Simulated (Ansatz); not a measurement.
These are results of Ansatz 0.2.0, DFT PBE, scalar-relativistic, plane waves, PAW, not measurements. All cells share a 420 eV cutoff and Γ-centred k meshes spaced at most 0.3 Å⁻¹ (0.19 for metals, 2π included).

Temperature and zero-point effects are left out. Only the structures computed here compete, so a lower one can exist. For metals, differences of a few meV/atom aren't resolved. Magnetic atoms first started from parallel or listed moments, and other orders weren't tried. The functional can misorder magnetic and non-magnetic phases.

5 distinct structures were compared, and 4 of them are shown here.

Problem. Order these relaxed structures of MnAs by energy, lowest first, with the energy over the lowest of them.
A.

```
Mn As
1.0
     0.00000    2.83645    2.83645
     2.83645    0.00000    2.83645
     2.83645    2.83645    0.00000
Mn As
1 1
Cartesian
  0.0000 0.0000 0.0000
  4.2547 4.2547 4.2547
```

B.

```
Mn As
1.0
     5.54295    0.00000    0.00000
     0.00000    3.42515    0.00000
     0.00000    0.00000    6.01059
Mn As
4 4
Direct
  0.99651 0.75000 0.81087
  0.00349 0.25000 0.18913
  0.49651 0.75000 0.68913
  0.50349 0.25000 0.31087
  0.80428 0.75000 0.41813
  0.19572 0.25000 0.58187
  0.30428 0.75000 0.08187
  0.69572 0.25000 0.91813
```

C.

```
Mn As
1.0
     3.65536    0.00000    0.00000
    -1.82768    3.16564    0.00000
     0.00000    0.00000    5.50239
Mn As
2 2
Direct
  0.00000 0.00000 0.00000
  0.00000 0.00000 0.50000
  0.66667 0.33333 0.75000
  0.33333 0.66667 0.25000
```

D.

```
Mn As
1.0
     5.17883    0.00000    0.00000
    -2.58942    4.48500    0.00000
     0.00000    0.00000    3.92075
Mn As
3 3
Direct
  0.50000 0.00000 0.00000
  0.50000 0.50000 0.00000
  0.00000 0.50000 0.00000
  0.00000 0.00000 0.00000
  0.33333 0.66667 0.50000
  0.66667 0.33333 0.50000
```

Solution. B (0 meV/atom), C (36 meV/atom), D (171 meV/atom), A (447 meV/atom).